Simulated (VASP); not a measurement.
# ZnS (P6_3mc) in VASP: further runs, part 2 of 2

VASP 6.6.1.

## (7) Single point, BLYP+D3(BJ)

This run uses another cell than the first one, of 19.99 Å³/atom.

The input, INCAR:

```
PREC = Accurate
ENCUT = 520
EDIFF = 1E-6
ISMEAR = -1
SIGMA = 0.05
LREAL = False
LASPH = True
NELM = 60
ALGO = Normal
ISIF = 2
LWAVE = False
LCHARG = True
GGA = B5
ALDAX = 1.0
AGGAX = 1.0
AGGAC = 1.0
ALDAC = 0.0
IVDW = 12
VDW_S6 = 1.0
VDW_S8 = 2.6996
VDW_A1 = 0.4298
VDW_A2 = 4.2359
LELF = True
LVHAR = True
NBANDS = 66
```

The input, KPOINTS:

```
Automatic mesh
0
Gamma
  8 8 2
```

The input, POSCAR:

```
ZnS
1.0
    3.8372457688      0.0000000000      0.0000000000
   -1.9186228844      3.3231523164      0.0000000000
    0.0000000000      0.0000000000     18.8137683755
Zn S
6 6
Direct
    0.3333333333      0.6666666667      0.8333300000
    0.6666666667      0.3333333333      0.3333300000
    0.6666666667      0.3333333333      0.6666700000
    0.3333333333      0.6666666667      0.1666700000
    0.0000000000      0.0000000000      0.5000000000
    0.0000000000      0.0000000000      0.0000000000
    0.3333333333      0.6666666667      0.9583300000
    0.6666666667      0.3333333333      0.4583300000
    0.6666666667      0.3333333333      0.7916700000
    0.3333333333      0.6666666667      0.2916700000
    0.0000000000      0.0000000000      0.6250000000
    0.0000000000      0.0000000000      0.1250000000
```

Potentials or basis: VASP PAW PBE potentials, release 64 (Zn, S).

Run with:

```bash
$ cat potpaw_PBE.64/Zn/POTCAR potpaw_PBE.64/S/POTCAR > POTCAR
$ mpirun -np 1 vasp_std > vasp.out
```

OUTCAR:

```text
PREC = Accurate
   ENCUT = 520
   EDIFF = 1E-6
   ISMEAR = -1
   LREAL = False
   LASPH = True
   NELM = 60
   ISIF = 2
   GGA = B5
   IVDW = 12
 IVDW          = 12

 ion  position               nearest neighbor table
   1  0.333  0.667  0.833-   9 2.35   9 2.35   9 2.35   7 2.35
   2  0.667  0.333  0.333-  10 2.35  10 2.35  10 2.35   8 2.35
   3  0.667  0.333  0.667-  11 2.35  11 2.35  11 2.35   9 2.35
   4  0.333  0.667  0.167-  12 2.35  12 2.35  12 2.35  10 2.35
   5  0.000  0.000  0.500-   8 2.35   8 2.35   8 2.35  11 2.35
   6  0.000  0.000  0.000-   7 2.35   7 2.35   7 2.35  12 2.35
[... 1611 lines left out ...]
  energy-cutoff  :      520.00
  volume of cell :      239.91
      direct lattice vectors                 reciprocal lattice vectors
     3.837245769  0.000000000  0.000000000     0.260603584  0.150459549  0.000000000
    -1.918622884  3.323152316  0.000000000     0.000000000  0.300919099  0.000000000
     0.000000000  0.000000000 18.813768376     0.000000000  0.000000000  0.053152563

 POSITION                                       TOTAL-FORCE (eV/Angst)
 -----------------------------------------------------------------------------------
     -0.00000      2.21543     15.67808        -0.000000     -0.000000      0.001154
      1.91862      1.10772      6.27119         0.000000      0.000000      0.001154
      1.91862      1.10772     12.54257        -0.000000     -0.000000      0.029539
     -0.00000      2.21543      3.13569        -0.000000     -0.000000      0.029539
      0.00000      0.00000      9.40688        -0.000000     -0.000000     -0.005696
      0.00000      0.00000      0.00000         0.000000     -0.000000     -0.005696
     -0.00000      2.21543     18.02980        -0.000000      0.000000     -0.044449
      1.91862      1.10772      8.62291         0.000000     -0.000000     -0.044449
      1.91862      1.10772     14.89430        -0.000000      0.000000     -0.005908
     -0.00000      2.21543      5.48741         0.000000      0.000000     -0.005908
      0.00000      0.00000     11.75861        -0.000000      0.000000      0.025359
      0.00000      0.00000      2.35172         0.000000     -0.000000      0.025359
 -----------------------------------------------------------------------------------
    total drift:                               -0.000001     -0.000001     -0.000548

  FREE ENERGIE OF THE ION-ELECTRON SYSTEM (eV)
  ---------------------------------------------------
  free  energy   TOTEN  =       -42.6440971888 eV

  energy  without entropy=      -42.6440971887  energy(sigma->0) =      -42.64409719
```

OSZICAR:

```text
N       E                     dE             d eps       ncg     rms          rms(c)
DAV:   1     0.976420506183E+03    0.97642E+03   -0.48859E+04  2640   0.197E+03
DAV:   2     0.119773947558E+03   -0.85665E+03   -0.82363E+03  2640   0.475E+02
DAV:   3    -0.283976537394E+02   -0.14817E+03   -0.14428E+03  2952   0.175E+02
DAV:   4    -0.376743265187E+02   -0.92767E+01   -0.92182E+01  3074   0.441E+01
DAV:   5    -0.378602626105E+02   -0.18594E+00   -0.18573E+00  3144   0.623E+00    0.156E+01
DAV:   6    -0.346123161419E+02    0.32479E+01   -0.67643E+00  3856   0.465E+01    0.124E+01
DAV:   7    -0.348976116962E+02   -0.28530E+00   -0.89011E+00  3040   0.932E+00    0.627E+00
DAV:   8    -0.347619684912E+02    0.13564E+00   -0.74157E-01  3326   0.658E+00    0.177E+00
DAV:   9    -0.347654312476E+02   -0.34628E-02   -0.11888E-01  3456   0.366E+00    0.410E-01
DAV:  10    -0.347659155233E+02   -0.48428E-03   -0.64407E-03  3036   0.793E-01    0.237E-01
DAV:  11    -0.347660475787E+02   -0.13206E-03   -0.69125E-04  3336   0.203E-01    0.221E-01
DAV:  12    -0.347663544214E+02   -0.30684E-03   -0.60156E-04  3074   0.222E-01    0.130E-01
DAV:  13    -0.347662875259E+02    0.66896E-04   -0.20066E-04  3456   0.209E-01    0.648E-02
DAV:  14    -0.347662871156E+02    0.41031E-06   -0.40906E-05  3126   0.360E-02    0.397E-02
DAV:  15    -0.347662877543E+02   -0.63873E-06   -0.42158E-06  2702   0.328E-02
   1 F= -.42644097E+02 E0= -.42644097E+02  d E =-.815616E-10
```

stdout:

```text
POSCAR found type information on POSCAR ZnS
 POSCAR found :  2 types and      12 ions
 scaLAPACK will be used
 -----------------------------------------------------------------------------
|                                                                             |
|                                                                             |
|     You enforced a specific xc type in the INCAR file but a different       |
|     I HOPE YOU KNOW WHAT YOU ARE DOING!                                     |
|                                                                             |
 -----------------------------------------------------------------------------

 LDA part: xc-table for (Slater(with rela. corr.)+VWN5), standard interpolation
 POSCAR, INCAR and KPOINTS ok, starting setup
 FFT: planning ... GRIDC
 FFT: planning ... GRID_SOFT
 FFT: planning ... GRID
 WAVECAR not read
 entering main loop
```

It took 15 min on 1 thread of Oxide Virtual Turin-like, shared host; peak memory 0.44 GiB.

What came out:

| Quantity | Value |
| --- | --- |
| Free energy | -42.6441 eV |
| Pressure | -1.6 GPa |
| Largest force | 0.044 eV/Å |
| Band gap on the k mesh | 2.08 eV |
| Dispersion energy per atom | -0.656 eV |

Forces in eV/Å, atoms in the order of the input:
```
Zn   0.000  0.000  0.001
Zn   0.000  0.000  0.001
Zn   0.000  0.000  0.030
Zn   0.000  0.000  0.030
Zn   0.000  0.000 -0.006
Zn   0.000  0.000 -0.006
S    0.000  0.000 -0.044
S    0.000  0.000 -0.044
S    0.000  0.000 -0.006
S    0.000  0.000 -0.006
S    0.000  0.000  0.025
S    0.000  0.000  0.025
```

Stress tensor (GPa, compression positive):
```
-1.60  0.00  0.00
 0.00 -1.60  0.00
 0.00  0.00 -1.46
```

Levels at points of the mesh, in eV from the valence-band top:
| k point | band 51 | band 52 | band 53 | band 54 | band 55 | band 56 | band 57 | band 58 |
| --- | --- | --- | --- | --- | --- | --- | --- | --- |
| (0.00, 0.00, 0.00) | -0.23 | -0.02 | 0.00 | 0.00 | 2.09 | 3.15 | 3.23 | 3.29 |
| (0.50, 0.00, 0.00) | -1.21 | -1.21 | -1.04 | -0.84 | 3.44 | 3.64 | 3.73 | 3.94 |
| (0.00, 0.00, 0.50) | -0.06 | -0.06 | -0.06 | -0.06 | 2.56 | 2.56 | 3.25 | 3.25 |
| (0.50, 0.00, 0.50) | -1.16 | -1.16 | -0.94 | -0.94 | 3.43 | 3.43 | 3.92 | 3.92 |

Caveat: the PAW data sets were made with another functional, which shifts forces and pressure a little.

## (8) Overview

```csv
level,cell,gap on the mesh (eV),pressure (GPa),largest force (eV/Å)
PBEsol+D3(BJ),"a = 3.887, b = 3.887, c = 19.057 Å, angles 90.0, 90.0, 120.0°, 12 atoms, atomic positions A",1.78,-6.9,0.03
BLYP+D3(BJ),"a = 3.887, b = 3.887, c = 19.057 Å, angles 90.0, 90.0, 120.0°, 12 atoms, atomic positions A",1.91,-4.0,0.04
PBE,"a = 3.734, b = 3.734, c = 18.308 Å, angles 90.0, 90.0, 120.0°, 12 atoms, atomic positions A",2.45,7.9,0.04
PBE,"a = 3.847, b = 3.847, c = 18.873 Å, angles 90.0, 90.0, 120.0°, 12 atoms, atomic positions B",2.04,0.2,-
PBEsol+D3(BJ),"a = 3.837, b = 3.837, c = 18.814 Å, angles 90.0, 90.0, 120.0°, 12 atoms, atomic positions A",1.94,-4.7,0.03
BLYP+D3(BJ),"a = 3.837, b = 3.837, c = 18.814 Å, angles 90.0, 90.0, 120.0°, 12 atoms, atomic positions A",2.08,-1.6,0.04
```

Alike in all rows: task single point; potentials or basis VASP PAW PBE potentials, release 64 (Zn, S); no spin polarisation; k mesh 8 × 8 × 2; cutoff (eV) 520; smearing fermi-dirac 0.05 eV.

Caveats: the PAW data sets were made with another functional, which shifts forces and pressure a little (at least some runs); the cell stands under tension (at least some runs); the cell stands under pressure (at least some runs).

Total energies depend on the potentials used, so only differences within one code and one set of settings carry meaning.

## (9) Against experiment

Step 5. Measured gap of ZnS: 3.911 eV (direct; 4 K; a printed reference work, monograph). This calculation gives 2.04 eV (-1.87 eV). The value is that of PBE on a finite k mesh, which can miss the band edges, without temperature or zero-point motion. Semilocal functionals fall short of measured gaps as a rule.
